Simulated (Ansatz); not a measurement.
# AlAs: the cost of one run

Computed with Ansatz 0.2.0 (DFT r²SCAN, frozen-core PAW, scalar-relativistic unless said, unless a step's input says otherwise).

## Step 1: Starting point

Symmetry: F-43m, No. 216, cubic system. The conventional cell has a = 5.661 Å, b = 5.661 Å, c = 5.661 Å, α = 90.00°, β = 90.00°, γ = 90.00°. Al (site symmetry -43m) is surrounded by 4 As at 2.45 Å. Around As (site symmetry -43m) lie 4 Al at 2.45 Å.

Coordinates:

```
Al As
1.0
     0.00000    2.83040    2.83040
     2.83040    0.00000    2.83040
     2.83040    2.83040    0.00000
Al As
1 1
Cartesian
  0.0000 0.0000 0.0000
  4.2456 4.2456 4.2456
```

Cartesian axes are those of the input's lattice vectors. The structure goes back to a database entry.

## Step 2: Cell and atoms relaxed, PAW

Input file input.yaml:

```yaml
crystal:
  lattice:
    - [0.0, 2.8304, 2.8304]
    - [2.8304, 0.0, 2.8304]
    - [2.8304, 2.8304, 0.0]
  atoms:
    - { symbol: Al, position: [0.0, 0.0, 0.0] }
    - { symbol: As, position: [0.75, 0.75, 0.75] }
kpoints:
  mp_grid: { grid: [12, 12, 12] }
scf:
  occupations: { method: fermi_dirac, width: 0.1 }
hamiltonian:
  xc: r2scan
  pseudopotentials: { kind: paw }
relax:
  f_tol: 0.002
  max_steps: 80
  cell: {}
output:
  forces: true
  stress: true
```

On the command line:

```console
$ ansatz run input.yaml --threads 1 --pin off --max-ram 3072MiB --backend cpu --events-out ev --progress --plain --runs-dir out
```

**Question.** How long does this run take on 1 thread of Arm Neoverse V1, shared host, and how much memory does it need?

About 29 s, with a peak of 0.48 GiB.
